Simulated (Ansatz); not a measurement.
# Sb in Ansatz: convergence with scf exx energy threshold

Input of the first run (scf exx energy threshold 0.01); the others differ in this setting and in those tied to it:

Contents of input.yaml:

```yaml
crystal:
  lattice:
    - [-4.0300106443, 4.0300106443, 2.0254867038]
    - [4.0300106443, -4.0300106443, 2.0254867038]
    - [4.0300106443, 4.0300106443, -2.0254867038]
  atoms:
    - { symbol: Sb, position: [0.65126306, 0.15126306, 0.80252612] }
    - { symbol: Sb, position: [0.15126306, 0.34873694, 0.5] }
    - { symbol: Sb, position: [0.34873694, 0.84873694, 0.19747388] }
    - { symbol: Sb, position: [0.84873694, 0.65126306, 0.5] }
hamiltonian:
  xc: hse06
  pseudopotentials: { kind: paw }
kpoints:
  mp_grid: { grid: [4, 4, 4] }
scf:
  occupations: { method: cold, width: 0.1 }
  exx: { energy_threshold: 0.01 }
output:
  forces: true
  stress: true
  eigenvalues: true
```

Potentials or basis: Ansatz PAW.

Command:

```console
$ ansatz run input.yaml --threads 2 --pin off --max-ram 5632MiB --backend cpu --events-out ev --progress --plain --runs-dir out
```

This isn't the form of Sb at room conditions, which is rhombohedral.

Hardware: 2 threads of Arm Neoverse V2, on a shared host.

```
scf exx energy threshold  energy less the tightest run, at zero smearing (meV/atom)  SCF cycles  CPU time (s)  peak memory (GiB)
                    0.01                                                       0.00          21            86                1.9
                   0.001                                                       0.00          21            85                1.9
                  0.0001                                                       0.00          21            85                1.9
                   1e-05                                                       0.00          25            96                1.9
                   1e-06                                                       0.00          25            96                1.9
                   1e-07                                                       0.00          25            96                1.9
```

Against the tightest run, the energy stays within 1 meV/atom from 0.01 on. The tightest run that finished is the yardstick and may itself not be fully converged.

Caveat, for the tightest run too: the k mesh is coarse (spacing up to 0.43 Å⁻¹), so the values aren't converged, least of all with exact exchange. Spin-orbit coupling is left out, which matters for the levels of Sb.
